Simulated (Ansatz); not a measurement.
# Equation of state of CdS under PBE

```
Cd S
1.0
     0.00000    2.91650    2.91650
     2.91650    0.00000    2.91650
     2.91650    2.91650    0.00000
Cd S
1 1
Direct
  0.00000 0.00000 0.00000
  0.75000 0.75000 0.75000
```

The cell was scaled at fixed shape and fractions and run with Ansatz, Ansatz PAW, cutoff 420 eV; PBE, k mesh 8 × 8 × 8 on the cell of 2 atoms, fermi-dirac occupations of 0.05 eV, spin-orbit coupling, no magnetisation. Energies are those that the program minimises, any entropy of the smearing included.

```tsv
V (Å³/atom)	energy over the lowest row (meV/atom)
23.3192	56.09
23.8154	35.71
24.3115	20.40
24.8077	9.65
25.3038	?
25.8000	0.00
26.2961	0.31
```

Task: Fit the third-order Birch-Murnaghan form, give V0, B0 and B′, and predict the energy left open.

Result: With y = (V0/V)^(2/3), E = E0 + (9 V0 B0/16) [(y - 1)³ B′ + (y - 1)² (6 - 4y)]. Least squares through the rows shown give V0 = 25.9966 Å³/atom, E0 = -0.25 meV, B0 = 53.50 GPa (1 eV/Å³ = 160.218 GPa) and B′ = 4.58, with a largest miss of 0.01 meV. At V = 25.3038 the form with these constants gives 2.99 meV; the run gave 2.98 meV an atom.
